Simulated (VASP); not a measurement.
Write the native input for VASP 6.6.1 that does the following.

| Property | Result |
| --- | --- |
| Task | single point |
| Functional | BLYP |
| Potentials or basis | VASP PAW PBE potentials, release 64 (Ge_d) |
| Cutoff | 520 eV |
| k mesh | 18 × 18 × 18 |
| Occupations | fermi-dirac, width 0.1 eV |
| Spin | no spin polarisation |
| Dipole correction | no |
| Further INCAR settings | ALGO = Fast; EDIFF = 1e-06; NBANDS = 13 |

The structure of Ge lies in POSCAR:

```
Ge
1.0
    2.9051392915      0.0000000000      0.0000000000
    0.0000000000      2.9051392915      0.0000000000
    0.0000000000      0.0000000000      2.9051392915
Ge
1
Direct
    0.0000000000      0.0000000000      0.0000000000
```

This isn't the form of Ge at room conditions, which is diamond.

One way to write it, as run:

INCAR

```
SYSTEM = Ge
PREC = Accurate
ENCUT = 520
EDIFF = 1E-6
ISMEAR = -1
SIGMA = 0.1
LREAL = .False.
LASPH = .True.
NELM = 60
ALGO = Fast
ISIF = 2
LWAVE = .False.
LCHARG = .False.
GGA = B5
ALDAX = 1.0
AGGAX = 1.0
AGGAC = 1.0
ALDAC = 0.0
NBANDS = 13
```

KPOINTS

```
Automatic mesh
0
Gamma
  18 18 18
  0 0 0
```

Potentials or basis: VASP PAW PBE potentials, release 64 (Ge_d).

Command:

```bash
$ cat potpaw_PBE.64/Ge_d/POTCAR > POTCAR
$ mpirun -np 1 vasp_std > vasp.out
```

Results of the run:

| Item | Value |
| --- | --- |
| Pressure | -4.0 GPa |
| Band gap on the k mesh | none (metal or under the smearing width) |

Caveat: the PAW data sets were made with another functional, which shifts forces and pressure a little.

Run time: 32 s on 1 thread of Intel(R) Xeon(R) Platinum 8559C (Emerald Rapids), with other jobs on the host, peak memory 0.18 GiB.
